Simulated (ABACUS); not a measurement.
RbBr:

```
Rb Br
1.0
     0.00000    3.42700    3.42700
     3.42700    0.00000    3.42700
     3.42700    3.42700    0.00000
Rb Br
1 1
Direct
  0.00000 0.00000 0.00000
  0.50000 0.50000 0.50000
```

```yaml
Program: ABACUS 3.10.1
Task: single point
Functional: PBE
Potentials_or_basis: PseudoDojo NC SR 0.4.1 PBE standard
Cutoff: 1361 eV
Density_cutoff: 5442 eV
Basis: DZP LCAO (the cutoffs set its grid)
k_mesh: 7 × 7 × 7
Occupations: fermi-dirac, width 0.05 eV
Spin: no spin polarisation
```

On this cell: pressure 0.9 GPa; largest force zero by symmetry; band gap on the k mesh 4.52 eV, direct.

The same run follows on a disturbed copy (atoms moved at random, drawn with an rms of 0.05 Å):

```xyz
2
Lattice="0.0000 3.4270 3.4270 3.4270 0.0000 3.4270 3.4270 3.4270 0.0000" Properties=species:S:1:pos:R:3 pbc="T T T"
Rb    0.0086   -0.0037   -0.0097
Br    3.4051    3.3998    3.4428
```

Problem. What does the disturbed cell give?

Solution. The energy moves by +0.7 meV/atom; pressure 1.0 GPa; largest force 0.064 eV/Å; band gap on the k mesh 4.53 eV, direct.

Forces in eV/Å, atoms in the order of the input:
```
Rb  -0.042 -0.032  0.035
Br   0.042  0.032 -0.035
```

Caveats: the atomic orbitals were generated for these runs and aren't a published set; the basis of atomic orbitals isn't converged, which shifts pressures, moduli and gaps.

